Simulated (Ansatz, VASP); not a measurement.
# Cross-check of CaO between VASP and Ansatz, part 2 of 2

Wanted: the spread between two codes on one cell, functional and k mesh. The cell is taken from a series of VASP runs on this material, whose earlier steps may have relaxed, scaled or displaced it; both programs get it as it stands.

VASP 6.6.1 and Ansatz 0.2.0.

So far: Starting point; Ansatz: band structure, r2SCAN-EpsX with an exact-exchange share of 0.26.

### 3. VASP: band structure, r2SCAN-EpsX with an exact-exchange share of 0.26

Level of this step: r2SCAN-EpsX, exact-exchange share 1/3.844; plane waves and PAW (Ca_sv, O) (VASP).

The same cell, functional, mesh and smearing now go to VASP, with its own data sets and cutoff.

Lines of VASP's logs that name or quote its potential files are left out, and so is its time.

The run reads the wave functions of an earlier VASP run, which isn't shown here.

Contents of INCAR:

```
SYSTEM = CaO
PREC = Accurate
ENCUT = 460
EDIFF = 1E-06
NELM = 100
ISMEAR = 0
SIGMA = 0.03
LREAL = .FALSE.
ALGO = Normal
LHFCALC = .TRUE.
AEXX = 0.26
METAGGA = R2SCAN
LASPH = .TRUE.
NBANDS = 14
PRECFOCK = Fast
HFRCUT = -1
LORBIT = 11
LWAVE = .FALSE.
LCHARG = .FALSE.
KPAR = 4
```

Contents of POSCAR:

```
CaO
1.0
    0.0000000000      2.4087000000      2.4087000000
    2.4087000000      0.0000000000      2.4087000000
    2.4087000000      2.4087000000      0.0000000000
Ca O
1 1
Direct
    0.0000000000      0.0000000000      0.0000000000
    0.5000000000      0.5000000000      0.5000000000
```

Contents of KPOINTS:

```
Automatic mesh
0
Gamma
5 5 5
0 0 0
```

Contents of KPOINTS_OPT:

```
Line mode
10
Line-mode
Reciprocal
  0.00000000   0.00000000   0.00000000 GAMMA
  0.50000000   0.00000000   0.50000000 X

  0.50000000   0.00000000   0.50000000 X
  0.50000000   0.25000000   0.75000000 W

  0.50000000   0.25000000   0.75000000 W
  0.37500000   0.37500000   0.75000000 K

  0.37500000   0.37500000   0.75000000 K
  0.00000000   0.00000000   0.00000000 GAMMA

  0.00000000   0.00000000   0.00000000 GAMMA
  0.50000000   0.50000000   0.50000000 L

  0.50000000   0.50000000   0.50000000 L
  0.62500000   0.25000000   0.62500000 U

  0.62500000   0.25000000   0.62500000 U
  0.50000000   0.25000000   0.75000000 W

  0.50000000   0.25000000   0.75000000 W
  0.50000000   0.50000000   0.50000000 L

  0.50000000   0.50000000   0.50000000 L
  0.37500000   0.37500000   0.75000000 K

  0.62500000   0.25000000   0.62500000 U
  0.50000000   0.00000000   0.50000000 X
```

PAW data sets: Ca_sv and O (PBE family, release 64).

The run is started by

```sh
mpirun -np 4 vasp_std
```

Numbers of over 12 decimals in the logs are rounded to 6 here.

Output:

```text
[banner, memory and clock lines left out]
running    4 mpi-ranks, on    1 nodes
 distrk:  each k-point on    1 cores,    4 groups
 distr:  one band on    1 cores,    1 groups

 POSCAR found type information on POSCAR CaO
 POSCAR found :  2 types and       2 ions
|                                                                             |
|               ----> ADVICE to this user running VASP <----                  |
|                                                                             |
|     You enforced a specific xc type in the INCAR file but a different       |
|     [... a line on the potential file left out ...]
|     I HOPE YOU KNOW WHAT YOU ARE DOING!                                     |
|                                                                             |

 LDA part: xc-table for (None), standard interpolation
 found WAVECAR, reading the header
 POSCAR, INCAR and KPOINTS ok, starting setup
 FFT: planning ... GRIDC
 FFT: planning ... GRID_SOFT
 FFT: planning ... GRID
 HFRCUT set to (new)   9.413111
 reading WAVECAR
 the WAVECAR file was read successfully
 initial charge from wavefunction
 entering main loop
       N       E                     dE             d eps       ncg     rms          rms(c)
DAV:   1    -0.205583187174E+02   -0.20558E+02   -0.75684E-01   296   0.111E+01    0.137E+00
DAV:   2    -0.205178015817E+02    0.40517E-01   -0.12714E-01   304   0.423E+00    0.557E-01
DAV:   3    -0.205161258936E+02    0.16757E-02   -0.39134E-02   310   0.178E+00    0.459E-01
DAV:   4    -0.205162349494E+02   -0.10906E-03   -0.27360E-03   330   0.539E-01    0.288E-01
DAV:   5    -0.205153945107E+02    0.84044E-03   -0.17459E-03   286   0.392E-01    0.112E-01
DAV:   6    -0.205153537734E+02    0.40737E-04   -0.23074E-04   316   0.143E-01    0.582E-02
DAV:   7    -0.205152916475E+02    0.62126E-04   -0.20096E-05   324   0.621E-02    0.362E-02
DAV:   8    -0.205152819602E+02    0.96873E-05   -0.13588E-05   318   0.376E-02    0.242E-02
DAV:   9    -0.205152793794E+02    0.25809E-05   -0.32546E-06   280   0.201E-02    0.141E-02
DAV:  10    -0.205152786760E+02    0.70334E-06   -0.16566E-06   268   0.134E-02
   1 F= -.20515279E+02 E0= -.20515279E+02  d E =-.986127E-39
 Start KPOINTS_OPT (optional k-point list driver)
k-point batch [1-10\100]
       N       E                     dE             ncg
DAV:   1    -0.806218051699E+03   -0.36168E+04      280
DAV:   2    -0.223115873152E+04   -0.14249E+04      340
DAV:   3    -0.231963980348E+04   -0.88481E+02      324
DAV:   4    -0.232198670874E+04   -0.23469E+01      398
DAV:   5    -0.232203107817E+04   -0.44369E-01      356
DAV:   6    -0.232203192883E+04   -0.85066E-03      390
DAV:   7    -0.232203195439E+04   -0.25556E-04      340
DAV:   8    -0.232203195482E+04   -0.42604E-06      200
[...]
k-point batch [91-100\100]
       N       E                     dE             ncg
DAV:   1    -0.921535206972E+03   -0.73297E+04      280
DAV:   2    -0.227542483601E+04   -0.13539E+04      310
DAV:   3    -0.234819842409E+04   -0.72774E+02      382
DAV:   4    -0.235098535422E+04   -0.27869E+01      424
DAV:   5    -0.235105993326E+04   -0.74579E-01      402
DAV:   6    -0.235106239648E+04   -0.24632E-02      484
DAV:   7    -0.235106250897E+04   -0.11249E-03      424
DAV:   8    -0.235106251024E+04   -0.12707E-05      332
DAV:   9    -0.235106251034E+04   -0.97177E-07      296
```

From OUTCAR (step 3):

```text
ion  position               nearest neighbor table
   1  0.000  0.000  0.000-   2 2.41   2 2.41   2 2.41   2 2.41   2 2.41   2 2.41
   2  0.500  0.500  0.500-   1 2.41   1 2.41   1 2.41   1 2.41   1 2.41   1 2.41

  LATTYP: Found a face centered cubic cell.
 ALAT       =     4.8174000000

 Subroutine GETGRP returns: Found 48 space group operations
 (whereof 48 operations were pure point group operations)

The static configuration has the point symmetry O_h .

 Found     10 irreducible k-points:

   k-points           NKPTS =     10   k-points in BZ     NKDIM =    125   number of bands    NBANDS=     14

   dimension x,y,z NGX =    24 NGY =   24 NGZ =   24
   dimension x,y,z NGXF=    48 NGYF=   48 NGZF=   48

   ENCUT  =  460.0 eV  33.81 Ry    5.81 a.u.   5.96  5.96  5.96*2*pi/ulx,y,z

   NELECT =      16.0000    total number of electrons

 k-points in reciprocal lattice and weights: Automatic mesh
   0.00000000  0.00000000  0.00000000       0.008
   0.20000000  0.00000000  0.00000000       0.064
   0.40000000  0.00000000  0.00000000       0.064
   0.20000000  0.20000000  0.00000000       0.048
   0.40000000  0.20000000  0.00000000       0.192
  -0.40000000  0.20000000  0.00000000       0.192
  -0.20000000  0.20000000  0.00000000       0.096
   0.40000000  0.40000000  0.00000000       0.048
  -0.40000000  0.40000000  0.00000000       0.096
  -0.40000000  0.40000000  0.20000000       0.192

  exchange ACFDT corr.  =         0.00000000  see jH, gK, PRB 81, 115126

 average (electrostatic) potential at core
       1 -41.0858       2 -65.6527

 E-fermi :   0.8383

 k-point     1 :       0.0000    0.0000    0.0000
  band No.  band energies     occupation
    ...
      4     -19.3303      2.00000
      5     -17.1245      2.00000
      6       0.5666      2.00000
      7       0.5666      2.00000
      8       0.5667      2.00000
      9       8.0025      0.00000
     10      10.0385      0.00000
     11      10.0386      0.00000
     12      10.0386      0.00000
     13      11.7434      0.00000
    ...

 k-point     2 :       0.2000    0.0000    0.0000
  band No.  band energies     occupation
    ...
      4     -19.3477      2.00000
      5     -16.5017      2.00000
      6      -0.6070      2.00000
      7       0.0801      2.00000
      8       0.0802      2.00000
      9       9.5555      0.00000
     10       9.9829      0.00000
     11      10.7635      0.00000
     12      10.7635      0.00000
     13      12.6927      0.00000
    ...

 k-point     3 :       0.4000    0.0000    0.0000
  band No.  band energies     occupation
    ...
      4     -19.3746      2.00000
      5     -15.7808      2.00000
      6      -2.0399      2.00000
      7      -0.5911      2.00000
      8      -0.5910      2.00000
      9      10.5724      0.00000
     10      11.6837      0.00000
     11      12.2034      0.00000
     12      12.2034      0.00000
     13      14.4216      0.00000
    ...

  energy-cutoff  :      460.00
  volume of cell :       27.95
      direct lattice vectors                 reciprocal lattice vectors
     0.000000000  2.408700000  2.408700000    -0.207580853  0.207580853  0.207580853
     2.408700000  0.000000000  2.408700000     0.207580853 -0.207580853  0.207580853
     2.408700000  2.408700000  0.000000000     0.207580853  0.207580853 -0.207580853

 POSITION                                       TOTAL-FORCE (eV/Angst)
 -----------------------------------------------------------------------------------
      0.00000      0.00000      0.00000        -0.000000     -0.000000     -0.000000
      2.40870      2.40870      2.40870         0.000000      0.000000      0.000000
 -----------------------------------------------------------------------------------
    total drift:                                0.000000     -0.000000      0.000000

  FREE ENERGIE OF THE ION-ELECTRON SYSTEM (eV)
  ---------------------------------------------------
  free  energy   TOTEN  =       -20.5152786760 eV

  energy  without entropy=      -20.5152786760  energy(sigma->0) =      -20.51527868

 total charge
# of ion       s       p       d       tot
------------------------------------------
    1        2.034   5.885   0.243   8.161
    2        1.562   3.503   0.000   5.066
--------------------------------------------------
tot          3.596   9.388   0.243  13.226

[... 3 further parts left out ...]
```

The k-mesh is coarse for unscreened exact exchange, which converges slowly with it.

### 4. Side by side

Known differences besides the potentials themselves: exact exchange at q = 0 is treated differently, which shows on coarse meshes; VASP keeps PBE cores, Ansatz makes them for the functional; the cutoff is 500 eV in Ansatz and 460 eV in VASP; VASP takes a coarser grid for exact exchange (PRECFOCK = Fast). Total energies have different zeros and are not compared.

Both answers:

```csv
quantity,Ansatz,VASP,difference
gap over the path points (eV),6.517,6.505,+0.011
```

Levels at points of the path, from each program's valence-band top (eV; 3 filled, then empty):

```csv
k (reciprocal lattice),Ansatz,VASP
0.000 0.000 0.000,0.00 0.00 0.00 7.45 9.47 9.47,0.00 0.00 0.00 7.44 9.47 9.47
0.500 0.000 0.500,-1.47 -0.43 -0.43 6.52 11.47 12.52,-1.47 -0.43 -0.43 6.51 11.47 12.52
0.500 0.222 0.722,-1.35 -1.23 -1.07 8.94 9.95 11.90,-1.36 -1.23 -1.07 8.94 9.96 11.89
0.403 0.347 0.750,-1.42 -1.33 -0.86 8.20 11.15 12.05,-1.43 -1.33 -0.87 8.20 11.16 12.05
0.125 0.125 0.250,-1.22 -0.58 -0.28 8.99 9.15 9.98,-1.23 -0.59 -0.28 8.98 9.15 9.99
0.278 0.278 0.278,-1.83 -0.78 -0.78 9.44 10.08 10.76,-1.84 -0.79 -0.79 9.45 10.08 10.77
0.556 0.389 0.556,-2.42 -1.23 -1.15 9.87 10.53 12.07,-2.43 -1.24 -1.16 9.87 10.54 12.09
0.583 0.250 0.667,-1.42 -1.32 -0.89 8.29 10.95 12.02,-1.43 -1.32 -0.89 8.29 10.96 12.02
0.500 0.306 0.694,-1.63 -1.17 -1.08 9.54 9.57 12.04,-1.64 -1.17 -1.09 9.54 9.57 12.04
0.486 0.486 0.528,-2.78 -1.25 -1.24 10.30 11.12 11.92,-2.79 -1.26 -1.25 10.31 11.12 11.94
```

Among the levels compared at these points, filled levels agree within 12 meV and empty ones within 19 meV.

### 5. Outcome

- difference in gap over the path points (band structure, r2SCAN-EpsX with an exact-exchange share of 0.26): 0.011 eV

What this shows: The difference in gap over the path points is 0.011 eV (band structure, r2SCAN-EpsX with an exact-exchange share of 0.26), within the 0.08 eV picked in this series as the mark of a large difference. How closely two codes agree says nothing of how well the functional describes the real material.

[Lines on the potential files, build, host, timing and source positions are cut from VASP's logs without a mark.]

[Logs are printed without paths, hosts, clocks, repeated set-up lines and the standing remarks that a program may print on its own settings, such as how far it seeks lower states.]

[Hosts, paths, dates, database ids (printed as entryN), source tags and the programs' standing remarks are cut or masked in the printed files.]
